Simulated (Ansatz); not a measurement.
**A strain series on LiF (wurtzite): uniaxial along z, other directions held**

LiF (wurtzite), relaxed with r2SCAN in Ansatz, then strained (uniaxial along z, other directions held; changes of length per length, axes as in the cell below) with the atoms relaxed again within the symmetry that is left. Space group P6_3mc (No. 186), hexagonal; a = 3.081 Å, c = 4.785 Å in the conventional setting, 9.83 Å³ an atom. Li has 4 F at 1.86–1.87 Å; F has 4 Li at 1.86–1.87 Å. The calculation is spin-unpolarised, and the structure need not be a phase that has been made.

```
CELL_PARAMETERS angstrom
3.08101 0.00000 0.00000
-1.54051 2.66824 0.00000
0.00000 0.00000 4.78534
ATOMIC_POSITIONS crystal
Li 0.33333 0.66667 0.99257
Li 0.66667 0.33333 0.49257
F 0.33333 0.66667 0.38243
F 0.66667 0.33333 0.88243
```

Gaps are the least over each mesh (PBE 12×12×6, r2SCAN 12×12×6, HSE06 6×6×4 when unstrained) and the special points, which keep their unstrained names; stress is the change from the unstrained cell, compression positive.

```tsv
strain (%)	gap, PBE (eV)	gap, r2SCAN (eV)	gap, HSE06 (eV)	edges, HSE06	stress along the strain, r2SCAN (GPa)	energy rise, r2SCAN (meV/atom)
0.0	7.852	8.583	10.026	Γ	0.00	0.0
+0.5	7.837	8.568	10.010	Γ	-0.35	0.0
+1.85	7.798	8.525	9.965	Γ	-1.34	0.7
+4.46	7.718	8.441	9.875	Γ	-3.31	4.4
```

The meshes of the hybrids are coarse, so their gaps aren't converged to the digits shown.
